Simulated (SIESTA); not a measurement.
HfO2:

```
Hf O
1.0
     0.00000    2.55750    2.55750
     2.55750    0.00000    2.55750
     2.55750    2.55750    0.00000
Hf O
1 2
Direct
  0.00000 0.00000 0.00000
  0.75000 0.75000 0.75000
  0.25000 0.25000 0.25000
```

Measurements of this composition are mostly on another form, of space group No. 14.

Base run:

- Program: SIESTA 5.4.2
- Functional: vdW-DF-cx
- Potentials or basis: PseudoDojo 0.4 standard (PBE files)
- Basis: DZP (energy shift 0.003 Ry; two zetas on semicore shells)
- Grid cutoff: 800 Ry
- Energy shift: 0.003 Ry
- k mesh: 9 × 9 × 9
- Occupations: fermi-dirac, width 0.05 eV
- Spin: no spin polarisation

Its results: band gap on the k mesh 3.65 eV, indirect (least direct gap 3.77 eV); pressure -5.6 GPa.

**Question.** After a change of settings the same cell gave: band gap on the k mesh 3.70 eV, indirect (least direct gap 3.87 eV); pressure 7.0 GPa. Which change was it?
A. functional from vdW-DF-cx to AM05; potentials or basis from PseudoDojo 0.4 standard (PBE files) to PseudoDojo 0.4 standard (PBEsol files)
B. functional from vdW-DF-cx to BLYP
C. basis from DZP (energy shift 0.003 Ry; two zetas on semicore shells) to DZP (energy shift 0.002 Ry); energy shift from 0.003 Ry to 0.002 Ry
D. functional from vdW-DF-cx to PBEsol; potentials or basis from PseudoDojo 0.4 standard (PBE files) to PseudoDojo 0.4 standard (PBEsol files)

**Answer.** B.

Caveats: short orbitals over semicore shells can move pressures by several GPa; the potentials were made for another functional, which shifts forces and pressure; spin-orbit coupling is left out, which moves the levels of the heavy elements; the basis of atomic orbitals isn't converged, which shifts pressures, moduli and gaps; the mesh misses the band edges, which the band path finds closer together (some runs).

Not every run made on this cell is shown here.
